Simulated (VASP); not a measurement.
# BN (Fmm2) in VASP: settings compared, part 2 of 2

VASP 6.6.1. The steps go on from the part before.

## (4) Single point, PBE

File INCAR:

```
PREC = Accurate
ENCUT = 460
EDIFF = 1E-7
ISMEAR = 0
SIGMA = 0.05
LREAL = False
LASPH = True
NELM = 100
ALGO = Normal
ISIF = 2
LWAVE = False
LCHARG = False
GGA = PE
ADDGRID = False
```

File KPOINTS:

```
regular mesh
0
Gamma
  13 13 13
```

File POSCAR:

```
BN
1.0
    0.0000000000      3.4953158300      2.1660912400
    1.2516321000      0.0000000000      2.1660912400
    1.2516321000      3.4953158300      0.0000000000
N B
1 1
Direct
    0.6643870000      0.6373240000      0.3259630000
   -0.0156690000     -0.0240960000      1.0349220000
```

Potentials or basis: VASP PAW PBE potentials, release 64 (N_s, B_s).

Started as:

```
> cat potpaw_PBE.64/N_s/POTCAR potpaw_PBE.64/B_s/POTCAR > POTCAR
> mpirun -np 1 vasp_std > vasp.out
```

OUTCAR:

```text
PREC = Accurate
   ENCUT = 460
   EDIFF = 1E-7
   ISMEAR = 0
   LREAL = False
   LASPH = True
   NELM = 100
   ISIF = 2
   GGA = PE

 Found   1099 irreducible k-points:

 Following reciprocal coordinates:
            Coordinates               Weight
  0.000000  0.000000  0.000000      1.000000
  0.076923 -0.000000 -0.000000      2.000000
 -0.076923 -0.076923 -0.076923      2.000000
 -0.000000  0.076923  0.000000      2.000000
  0.000000  0.000000  0.076923      2.000000
  0.153846 -0.000000  0.000000      2.000000
   k-points           NKPTS =   1099   k-points in BZ     NKDIM =   1099   number of bands    NBANDS=      8
   number of dos      NEDOS =    301   number of ions     NIONS =      2
   total plane-waves  NPLWV =  15120
   dimension x,y,z NGX =    30 NGY =   18 NGZ =   28
   dimension x,y,z NGXF=    60 NGYF=   36 NGZF=   56
   ions per type =               1   1
   NGX,Y,Z   is equivalent  to a cutoff of  12.13, 11.96, 12.54 a.u.
   NGXF,Y,Z  is equivalent  to a cutoff of  24.26, 23.92, 25.08 a.u.
 SYSTEM =  unknown system
   PREC   = accura    normal or accurate (medium, high low for compatibility)
   ISTART =      0    job   : 0-new  1-cont  2-samecut
   ICHARG =      2    charge: 1-file 2-atom 10-const
   ISPIN  =      1    spin polarized calculation?
   LNONCOLLINEAR =      F non collinear calculations
   LSORBIT =      F    spin-orbit coupling
[... 55 lines left out ...]
 val. band max:        3.1701355978   @ k =   0.4615  -0.3846   0.1538
 cond. band min:       6.8722329113   @ k =   0.0000   0.4615   0.4615
 fundamental gap:      3.7020973135
 Fermi energy:         3.3854612575

 k-point     1 :       0.0000    0.0000    0.0000
  band No.  band energies     occupation
      1     -14.7156      2.00000
      2      -1.3131      2.00000
      3       1.0780      2.00000
      4       2.5154      2.00000
      5       7.8412      0.00000
      6      13.7553      0.00000
      7      15.6516      0.00000
      8      16.2081      0.00000
[... 45 lines left out ...]
 k-point     6 :       0.1538   -0.0000    0.0000
  band No.  band energies     occupation
      1     -14.2397      2.00000
      2      -0.8761      2.00000
      3       0.3395      2.00000
      4       0.6368      2.00000
      5       8.8326      0.00000
      6      13.9093      0.00000
      7      14.9381      0.00000
      8      17.4120      0.00000

 [... further k-points ...]
[... 5 lines left out ...]
  --------------------------------------------------------------------------------------
  -------------------------------------------------------------------------------------
  Total        0.6535308      0.0111956      1.0237945     -0.2395749      0.0398412      0.7809455
  in kB       55.2467551      0.9464325     86.5472980    -20.2526605      3.3680079     66.0178592
  external PRESSURE =      47.5801619 kB  Pullay stress =       0.0000000 kB

 VOLUME and BASIS-vectors are now :
 -----------------------------------------------------------------------------
  energy-cutoff  :      460.00
  volume of cell :       18.95
      direct lattice vectors                 reciprocal lattice vectors
     0.000000000  3.495315830  2.166091240    -0.399478409  0.143048590  0.230830535
     1.251632100  0.000000000  2.166091240     0.399478409 -0.143048590  0.230830535
     1.251632100  3.495315830  0.000000000     0.399478409  0.143048590 -0.230830535

 POSITION                                       TOTAL-FORCE (eV/Angst)
 -----------------------------------------------------------------------------------
      1.20568      3.46159      2.81962         2.373465      1.281694     -0.544585
      1.26518      3.56261      4.24605        -2.373465     -1.281694      0.544585
 -----------------------------------------------------------------------------------
    total drift:                               -0.000039      0.000024     -0.000019

  FREE ENERGIE OF THE ION-ELECTRON SYSTEM (eV)
  ---------------------------------------------------
  free  energy   TOTEN  =       -17.4128743155 eV

  energy  without entropy=      -17.4128743155  energy(sigma->0) =      -17.41287432
```

stdout:

```text
POSCAR found type information on POSCAR N B
 POSCAR found :  2 types and       2 ions
 scaLAPACK will be used
 LDA part: xc-table for (Slater+PW92), standard interpolation
 POSCAR, INCAR and KPOINTS ok, starting setup
 FFT: planning ... GRIDC
 FFT: planning ... GRID_SOFT
 FFT: planning ... GRID
 WAVECAR not read
 entering main loop
```

It took 86 s on 1 thread of Intel Xeon 6975P-C (Granite Rapids), shared host; peak memory 0.26 GiB.

The run converged, but some of its settings lie outside the range that counts as converged, so its numbers aren't taken as properties of the crystal.

Results:

| Quantity | Value |
| --- | --- |
| Free energy | -17.4129 eV |
| Pressure | 4.8 GPa |
| Largest force | 2.752 eV/Å |
| Band gap on the k mesh | 3.70 eV, indirect (least direct gap 4.59 eV) |

Caveat: an odd mesh through Γ misses points on the zone boundary, where band edges often lie.

## (5) Single point, PBE

File INCAR:

```
SYSTEM = BN
PREC = Accurate ; ENCUT = 500
EDIFF = 1E-6 ; ISMEAR = 0
SIGMA = 0.02 ; LREAL = .False.
LASPH = .True. ; NELM = 100
ALGO = Fast ; ISIF = 2
LWAVE = .False. ; LCHARG = .True.
GGA = PE ; LELF = .True.
LVHAR = .True. ; NBANDS = 11
```

File KPOINTS:

```
regular mesh
0
Gamma
  6 6 6
  0 0 0
```

File POSCAR:

```
BN
1.0
    0.0000000000      3.4953158300      2.1660912400
    1.2516321000      0.0000000000      2.1660912400
    1.2516321000      3.4953158300      0.0000000000
N B
1 1
Direct
    0.6666513400      0.6666513400      0.3333486600
    0.0000486500      0.0000486500      0.9999513500
```

Potentials or basis: VASP PAW PBE potentials, release 64 (N_GW, B_GW).

Started as:

```
> cat potpaw_PBE.64/N_GW/POTCAR potpaw_PBE.64/B_GW/POTCAR > POTCAR
> mpirun -np 1 vasp_std > vasp.out
```

Wall time 16 s (1 thread of AMD EPYC 7R43 (Zen 3), shared host); peak memory 0.1 GiB.

It converged, with:

- Free energy: -17.6067 eV
- Pressure: 2.4 GPa
- Largest force: 0.009 eV/Å
- Band gap on the k mesh: 3.85 eV, indirect (least direct gap 4.57 eV)

Forces on the atoms (eV/Å):
```
N    0.000  0.000 -0.009
B    0.000  0.000  0.009
```

Stress tensor (GPa, compression positive):
```
2.94 0.00 0.00
0.00 1.19 0.00
0.00 0.00 2.98
```

Levels at points of the mesh, in eV from the valence-band top:
| k point | band 2 | band 3 | band 4 | band 5 | band 6 | band 7 |
| --- | --- | --- | --- | --- | --- | --- |
| (0.00, 0.00, 0.00) | -4.48 | -1.42 | -1.42 | 4.86 | 11.52 | 11.58 |
| (0.50, 0.00, 0.00) | -8.99 | -4.22 | -1.01 | 4.64 | 9.82 | 13.33 |
| (0.50, 0.50, 0.00) | -9.08 | -4.22 | -0.52 | 5.78 | 9.41 | 12.24 |
| (0.50, 0.00, 0.50) | -6.11 | -1.44 | -1.42 | 9.58 | 11.47 | 11.54 |
| (0.00, 0.50, 0.50) | -8.90 | -4.26 | -1.46 | 3.85 | 9.90 | 14.51 |

Caveat: the k mesh is coarse (spacing up to 0.51 Å⁻¹), so the values aren't converged; the cutoff is under 1.25 times the usual one of these potentials, so pressure, stress and relaxed cells hold a basis-set (Pulay) error.

## (6) Relaxation of cell and atoms, r2SCAN

File INCAR:

```
ALGO = Normal ; EDIFF = 1E-6
EDIFFG = -0.01 ; ENCUT = 600
IBRION = 2 ; ISIF = 3
ISMEAR = 0 ; LASPH = True
LCHARG = False ; LMIXTAU = True
LREAL = False ; LWAVE = False
METAGGA = R2SCAN ; NELM = 60
NSW = 60 ; PREC = Accurate
SIGMA = 0.05
```

File KPOINTS:

```
k-points
0
Gamma
  13 13 13
```

POSCAR is that of step 5.

Potentials or basis: VASP PAW PBE potentials, release 64 (N, B).

Started as:

```
> cat potpaw_PBE.64/N/POTCAR potpaw_PBE.64/B/POTCAR > POTCAR
> mpirun -np 1 vasp_std > vasp.out
```

OUTCAR:

```text
EDIFF = 1E-6
   EDIFFG = -0.01
   ENCUT = 600
   IBRION = 2
   ISIF = 3
   ISMEAR = 0
   LASPH = True
   LREAL = False
   METAGGA = R2SCAN
   NELM = 60
   NSW = 60
   PREC = Accurate

 ion  position               nearest neighbor table
   1  0.667  0.667  0.333-   2 1.44   2 1.44   2 1.44
   2  0.000  0.000  1.000-   1 1.44   1 1.44   1 1.44

  LATTYP: Found a face centered orthorhombic cell.
 ALAT       =     2.5032642000
 B/A-ratio  =     1.7306133647
 C/A-ratio  =     2.7926064137

  Lattice vectors:

 A1 = (   0.0000000000,   3.4953158300,   2.1660912400)
 A2 = (  -1.2516321000,   3.4953158300,   0.0000000000)
 A3 = (  -1.2516321000,   0.0000000000,   2.1660912400)

Analysis of symmetry for initial positions (statically):
=====================================================================
 Subroutine PRICEL returns:
 Original cell was already a primitive cell.

 Routine SETGRP: Setting up the symmetry group for a
 face centered orthorhombic supercell.

 Subroutine GETGRP returns: Found  4 space group operations
 (whereof  4 operations were pure point group operations)
 out of a pool of  8 trial point group operations.
[... 268 lines left out ...]
  free  energy   TOTEN  =       -19.2973471919 eV

  energy  without entropy=      -19.2973471919  energy(sigma->0) =      -19.29734719

[... ionic steps 4 to 13 ...]

--------------------------------------- Ionic step       14  -------------------------------------------

 number of electron       8.0000000 magnetization

------------------------ aborting loop because EDIFF is reached ----------------------------------------
[... 67 lines left out ...]
--------------------------------------- Ionic step       16  -------------------------------------------

 number of electron       8.0000000 magnetization

 Free energy of the ion-electron system (eV)
  ---------------------------------------------------
  ext. energy  EPLUGINS =         0.00000000
  ---------------------------------------------------
  free energy    TOTEN  =       -19.29749233 eV

  energy without entropy =      -19.29749233  energy(sigma->0) =      -19.29749233

 E-fermi :   2.0657     XC(G=0): -10.4722

 val. band max:        1.8247496769   @ k =   0.4615  -0.3846   0.1538
 cond. band min:       6.1881262018   @ k =   0.0000   0.4615   0.4615
 fundamental gap:      4.3633765249
 Fermi energy:         2.0657460242

 k-point     1 :       0.0000    0.0000    0.0000
  band No.  band energies     occupation
      1     -17.0704      2.00000
      2      -2.7298      2.00000
      3       0.3658      2.00000
      4       0.3669      2.00000
      5       7.0590      0.00000
      6      14.0630      0.00000
      7      14.1423      0.00000
      8      16.0849      0.00000
[... 243 lines left out ...]
 k-point    24 :       0.4615    0.1538   -0.0000
  band No.  band energies     occupation
      1     -14.2052      2.00000
      2      -6.2791      2.00000
      3      -3.4770      2.00000
      4       0.4837      2.00000
      5       8.3699      0.00000
      6      12.7376      0.00000
      7      15.3251      0.00000
      8      18.4621      0.00000

 [... further k-points ...]
[... 5 lines left out ...]
  --------------------------------------------------------------------------------------
  -------------------------------------------------------------------------------------
  Total        0.0004681      0.0017923      0.0018672      0.0000000      0.0000000      0.0000000
  in kB        0.0400197      0.1532318      0.1596378      0.0000000      0.0000000      0.0000000
  external PRESSURE =       0.1176298 kB  Pullay stress =       0.0000000 kB
[... 17 lines left out ...]
  FREE ENERGIE OF THE ION-ELECTRON SYSTEM (eV)
  ---------------------------------------------------
  free  energy   TOTEN  =       -19.2974923324 eV

  energy  without entropy=      -19.2974923324  energy(sigma->0) =      -19.29749233

 reached required accuracy - stopping structural energy minimisation
```

CONTCAR:

```text
BN
   1.00000000000000
     0.0000000000000000    3.4563453787350795    2.1657692971648901
     1.2517197097810351    0.0000000000000000    2.1657692971648901
     1.2517197097810351    3.4563453787350795    0.0000000000000000
  N               B
     1     1
Direct
     0.6666061996368260    0.6666061996368260    0.3333938003631740
     0.0000937903631718    0.0000937903631718    0.9999062096368281

  0.00000000E+00  0.00000000E+00  0.00000000E+00
  0.00000000E+00  0.00000000E+00  0.00000000E+00
```

Run time: 17 min. Hardware: 1 thread of Intel Xeon 6975P-C (Granite Rapids), shared host; peak memory 0.21 GiB.

What came out:

| Quantity | Value |
| --- | --- |
| Free energy | -19.2975 eV |
| Relaxed volume | 9.37 Å³/atom |
| Relaxed cell | a = 4.079 Å, b = 2.501 Å, c = 3.676 Å, α = 80.19°, β = 37.18°, γ = 62.63° |
| Space group after relaxing (to 0.05 Å) | Fmm2 (No. 42) |
| Energy gained by relaxing | 0.1 meV/atom |
| Ionic steps | 16 |
| Pressure after relaxing | 0.0 GPa |
| Largest force after relaxing | 0.004 eV/Å |
| Band gap on the k mesh | 4.36 eV, indirect (least direct gap 5.33 eV) |

Forces on the atoms (eV/Å):
```
N    0.000  0.000  0.004
B    0.000  0.000 -0.004
```

Step by step:
```csv
step,energy change (eV),largest force (eV/Å),pressure (GPa),volume (Å³)
1,0.0000,0.0086,-0.09,18.95
2,0.0000,0.0253,-0.04,18.94
3,0.0000,0.0203,-0.02,18.94
4,0.0000,0.0151,-0.05,18.94
5,0.0000,0.0101,-0.05,18.93
6,0.0000,0.0060,-0.03,18.91
7,-0.0001,0.0383,0.00,18.87
8,-0.0001,0.0297,-0.01,18.88
9,-0.0001,0.0292,-0.01,18.88
10,-0.0001,0.0276,-0.01,18.87
11,-0.0001,0.0246,-0.01,18.85
12,-0.0001,0.0185,-0.02,18.81
13,-0.0001,0.0062,-0.02,18.74
14,-0.0001,0.0021,-0.01,18.74
15,-0.0001,0.0122,0.00,18.74
16,-0.0002,0.0038,0.01,18.74
```

Final structure:
```
N B
1.0
     0.00000    3.45635    2.16577
     1.25172    0.00000    2.16577
     1.25172    3.45635    0.00000
N B
1 1
Cartesian
  1.2517 3.4563 2.8874
  1.2517 3.4563 0.0004
```

Caveat: the PAW data sets were made with another functional, which shifts forces and pressure a little; an odd mesh through Γ misses points on the zone boundary, where band edges often lie. r2SCAN opens gaps a little over a GGA but as a rule still falls short of measured ones.

## (7) The reference run

An earlier run on the cell as given: functional PBE; potentials or basis VASP PAW PBE potentials, release 64 (N, B); cutoff 520 eV; k mesh 13 × 13 × 13; occupations fermi-dirac, width 0.05 eV; no spin polarisation.

* Pressure: 3.3 GPa
* Largest force: 0.010 eV/Å
* Band gap on the k mesh: 3.90 eV, indirect (least direct gap 4.65 eV)

## (8) Summary

```csv
task,level,potentials or basis,cell,k mesh,cutoff (eV),smearing,mesh quality,gap on the mesh (eV),pressure (GPa),largest force (eV/Å)
single point,PBE,"VASP PAW PBE potentials, release 64 (N_GW, B_GW)",as given,6 × 6 × 6,500,gaussian 0.02 eV,coarse,3.85,2.4,0.01
relaxation of cell and atoms,r2SCAN,"VASP PAW PBE potentials, release 64 (N, B)",relaxed,13 × 13 × 13,600,gaussian 0.05 eV,not flagged,4.36,0.0,-
single point,PBE,"VASP PAW PBE potentials, release 64 (N, B)",as given,13 × 13 × 13,520,fermi-dirac 0.05 eV,not flagged,3.90,3.3,0.01
```

Some of these runs hold the atoms at other places in the same cell, which the table doesn't show; runs alike in all that it shows share one row.

Alike in all rows: no spin polarisation.

Caveats: some runs use coarse meshes; an odd mesh through Γ misses points on the zone boundary, where band edges often lie (some runs); the cutoff is under 1.25 times the usual one of these potentials, so pressure, stress and relaxed cells hold a basis-set (Pulay) error (some runs); the PAW data sets were made with another functional, which shifts forces and pressure a little (some runs).

Total energies depend on the potentials used, so only differences within one code and one set of settings carry meaning.
